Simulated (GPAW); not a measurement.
Input of a GPAW 26.7.0 run:

File run.py:

```python
from ase import Atoms
from ase.dft.bandgap import bandgap
from ase.io import write
from ase.units import GPa
from gpaw import GPAW, PW

atoms = Atoms(['Si', 'C'],
              cell=[[0.0, 2.179, 2.179],
                    [2.179, 0.0, 2.179],
                    [2.179, 2.179, 0.0]],
              scaled_positions=[[0.0, 0.0, 0.0],
                                [0.75, 0.75, 0.75]],
              pbc=True)

calc = GPAW(mode=PW(600),
            xc='MGGA_X_R2SCAN+MGGA_C_R2SCAN',
            kpts={'size': (8, 8, 8), 'gamma': True},
            occupations={'name': 'fermi-dirac', 'width': 0.05},
            nbands=11,
            convergence={'density': 1e-05, 'energy': 1e-05},
            maxiter=80,
            txt='gpaw.txt')
atoms.calc = calc
energy = atoms.get_potential_energy()
forces = atoms.get_forces()
stress = atoms.get_stress()
calc.write('gs.gpw')
write('result.traj', atoms)
print(f'Energy: {energy:.6f} eV')
print('Forces (eV/A):')
print(forces.round(4))
print('Stress (GPa):', (stress / GPa).round(3))
print('Fermi level:', round(calc.get_fermi_level(), 4), 'eV')
print(f'Gap: {bandgap(calc)[0]:.4f} eV, direct: {bandgap(calc, direct=True)[0]:.4f} eV')
```

Potentials or basis: GPAW PAW data sets (gpaw-data 1.2.1), pw.

Command:

```bash
$ OMP_NUM_THREADS=1 python run.py
```

**Question.** Predict the pressure.

**Answer.** 1.2 GPa.

**Question.** Predict the band gap on the k mesh.

**Answer.** 1.74 eV, indirect (least direct gap 5.08 eV).

Caveat: the cutoff is short for stress and forces, so pressures can be off by a GPa or more; the PAW data sets were made with another functional, which shifts forces and pressure a little.

**Measured values to compare with.**

From “Insight into the structural, elastic and electronic properties of a new orthorhombic 6O-SiC polytype”, 2020, pmc:7200658, for a bulk crystal of SiC: band gap 2.4 eV (indirect).

Against the measured gap of SiC, 2.4 eV (indirect; quoted in “Insight into the structural, elastic and electronic properties of a new orthorhombic 6O-SiC polytype”, 2020, pmc:7200658), the calculated 1.74 eV is off by -0.66 eV. The value is that of r2SCAN on a finite k mesh, which can miss the band edges, without temperature or zero-point motion.
